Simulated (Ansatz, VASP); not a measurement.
## One calculation of RbBr, two programs

```
CELL_PARAMETERS angstrom
0.00000 3.48000 3.48000
3.48000 0.00000 3.48000
3.48000 3.48000 0.00000
ATOMIC_POSITIONS crystal
Rb 0.00000 0.00000 0.00000
Br 0.50000 0.50000 0.50000
```

The cell was built by a generator and isn't the measured one.

Alike in both runs: task single point; functional PBEsol; k mesh 4 × 4 × 4; occupations gaussian, width 0.05 eV; no spin polarisation.

|  | VASP | Ansatz |
| --- | --- | --- |
| version | VASP 6.6.1 | Ansatz 0.2.0 |
| potentials or method | VASP PAW PBE potentials, release 64 (Rb_sv, Br) | scalar-relativistic, plane waves, PAW |
| plane-wave cutoff (eV) | 520 | 420 |
| valence electrons in the cell | 16 | 16 |

|  | VASP | Ansatz | Ansatz less VASP |
| --- | --- | --- | --- |
| gap on the k mesh at the Fermi level (eV) | 4.11 | 4.11 | +0.002 |
| least direct gap on the mesh (eV) | 4.11 | 4.11 | +0.002 |
| pressure (GPa) | -0.6 | -0.6 | -0.02 |

Caveats: the PAW data sets were made with another functional, which shifts forces and pressure a little (VASP).
